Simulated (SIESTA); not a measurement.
CdTe under changes of volume

One of the cells (32.922 Å³/atom); the others are scaled copies at fixed shape and fractional positions:

```
Te Cd
1.0
     0.00000    3.20500    3.20500
     3.20500    0.00000    3.20500
     3.20500    3.20500    0.00000
Te Cd
1 1
Direct
  0.75000 0.75000 0.75000
  0.00000 0.00000 0.00000
```

```yaml
Program: SIESTA 5.4.2
Functional: PBE
Potentials_or_basis: PseudoDojo 0.4 standard (PBE files)
Basis: TZP (energy shift 0.01 Ry)
Grid_cutoff: 800 Ry
Energy_shift: 0.01 Ry
k_mesh: 7 × 7 × 7
Occupations: fermi-dirac, width 0.05 eV
Spin: no spin polarisation
```

| volume (Å³/atom) | energy over the lowest point (meV/atom) | pressure (GPa) | gap on the mesh (eV) |
| --- | --- | --- | --- |
| 30.947 | 68.91 | 6.8 | 1.21 |
| 31.605 | 43.91 | 5.3 | 1.13 |
| 32.263 | 25.45 | 3.8 | 1.06 |
| 32.922 | ? | ? | ? |
| 33.580 | 3.95 | 1.5 | 0.92 |
| 34.239 | 0.00 | 0.4 | 0.86 |
| 34.897 | 0.62 | -0.4 | 0.79 |

**Question.** What does the run at 32.922 Å³/atom give?

**Answer.** Energy over the lowest point 12.48 meV/atom; pressure 2.6 GPa; gap on the mesh 0.99 eV.

Worked out: A Birch-Murnaghan fit of order 3 (a polynomial in V^(-2/3)) to the other rows has its minimum at 34.50 Å³/atom with B0 = V·E''(V) = 50 GPa and B' = 4.1. It gives 12.10 meV/atom at 32.922 Å³/atom, against the run's 12.48, and -dE/dV = 2.6 GPa, against 2.6. A straight line through the other rows of the gap, of slope -3.46 eV per unit of ln V (its deformation potential), gives 0.99 eV, against the run's 0.99.

Energies are extrapolated to zero smearing.

Caveats: semicore shells carry a single zeta, which can move pressures by several GPa and volumes by a few percent; spin-orbit coupling is left out, which moves the levels of the heavy elements; an odd mesh through Γ misses points on the zone boundary, where band edges often lie; the basis of atomic orbitals isn't converged, which shifts pressures, moduli and gaps.
